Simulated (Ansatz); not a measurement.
Crystal: Mn3Si.

```
Mn Si
1.0
     0.00000    2.86100    2.86100
     2.86100    0.00000    2.86100
     2.86100    2.86100    0.00000
Mn Si
3 1
Direct
  0.75000 0.75000 0.75000
  0.25000 0.25000 0.25000
  0.50000 0.50000 0.50000
  0.00000 0.00000 0.00000
```

| Item | Value |
| --- | --- |
| Program | Ansatz 0.2.0 |
| Task | single point |
| Functional | PBEsol |
| Potentials or basis | all-electron LAPW, scalar-relativistic |
| Cutoff | 305 eV (chosen from the basis error) |
| Basis error allowed | 0.001 eV/atom |
| k mesh | 8 × 8 × 8 |
| Occupations | fermi-dirac, width 0.05 eV |
| Spin | collinear spin, ferromagnetic start |
| Starting moments | [4.0, 4.0, 4.0, 0.0] μB |

On this cell: pressure -15.9 GPa; largest force zero by symmetry; net moment 1.01 μB per cell; site moments Mn -0.84, +2.63; Si +0.04 μB; band gap on the k mesh none (metal or under the smearing width).

The same run follows on a disturbed copy (atoms moved at random, drawn with an rms of 0.05 Å):

```
CELL_PARAMETERS angstrom
0.00000 2.86100 2.86100
2.86100 0.00000 2.86100
2.86100 2.86100 0.00000
ATOMIC_POSITIONS crystal
Mn 0.74461 0.77229 0.74188
Mn 0.26801 0.24357 0.24776
Mn 0.51111 0.47493 0.50556
Si 0.00258 0.00280 0.98626
```

Question: What changes?

Answer: The energy (extrapolated to zero smearing) moves by +24.0 meV/atom; pressure -15.1 GPa; largest force 1.102 eV/Å; net moment 1.01 μB per cell; site moments Mn -0.79, -0.80, +2.53; Si +0.04 μB; band gap on the k mesh none (metal or under the smearing width).

Forces in eV/Å, atoms in the order of the input:
```
Mn  -0.801  0.614 -0.442
Mn   0.208 -0.648 -0.157
Mn   0.370 -0.346  0.503
Si   0.223  0.379  0.096
```

Stress tensor (GPa, compression positive):
```
-15.21   0.00   0.52
  0.00 -14.87  -0.31
  0.52  -0.31 -15.23
```

Caveats: the starting moments weren't kept; so large a pressure means that the cell lies far from this level's equilibrium, or that cutoff or potentials fall short (some runs).
